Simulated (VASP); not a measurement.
A run of VASP 6.6.1 is set up as follows.

Contents of POSCAR:

```
SrCl2
1.0
    0.0000000000      3.4977180859      3.4977180859
    3.4977180859      0.0000000000      3.4977180859
    3.4977180859      3.4977180859      0.0000000000
Sr Cl
1 2
Direct
    0.0000000000      0.0000000000      0.0000000000
    0.2500000000      0.2500000000      0.2500000000
    0.7500000000      0.7500000000      0.7500000000
```

Contents of INCAR.step1:

```
PREC = Accurate
ENCUT = 520
EDIFF = 1E-5
ISMEAR = 0
SIGMA = 0.01
LREAL = False
LASPH = True
NELM = 100
ALGO = Normal
ISIF = 2
LWAVE = True
LCHARG = False
NBANDS = 19
GGA = PE
```

Contents of INCAR.step2:

```
PREC = Accurate
ENCUT = 520
EDIFF = 1E-6
ISMEAR = 0
SIGMA = 0.01
LREAL = False
LASPH = True
NELM = 100
ALGO = Normal
ISIF = 2
LWAVE = False
LCHARG = False
GGA = PE
LHFCALC = True
HFSCREEN = 0.2079
PRECFOCK = Normal
NBANDS = 19
ISTART = 1
```

Contents of KPOINTS:

```
Automatic mesh
0
Gamma
  4 4 4
```

Potentials or basis: VASP PAW PBE potentials, release 64 (Sr_sv, Cl).

The run is started by

```bash
$ cat potpaw_PBE.64/Sr_sv/POTCAR potpaw_PBE.64/Cl/POTCAR > POTCAR
$ cp INCAR.step1 INCAR
$ mpirun -np 1 vasp_std > vasp.out
$ cp INCAR.step2 INCAR
$ mpirun -np 1 vasp_std > vasp.out
```

**Question.** Estimate the band gap on the k mesh.

**Answer.** 6.58 eV, indirect (least direct gap 6.82 eV).

**Question.** Predict the pressure.

**Answer.** 0.3 GPa.

Caveat: the PAW data sets were made with another functional, which shifts forces and pressure a little. A k mesh can miss the band edges.
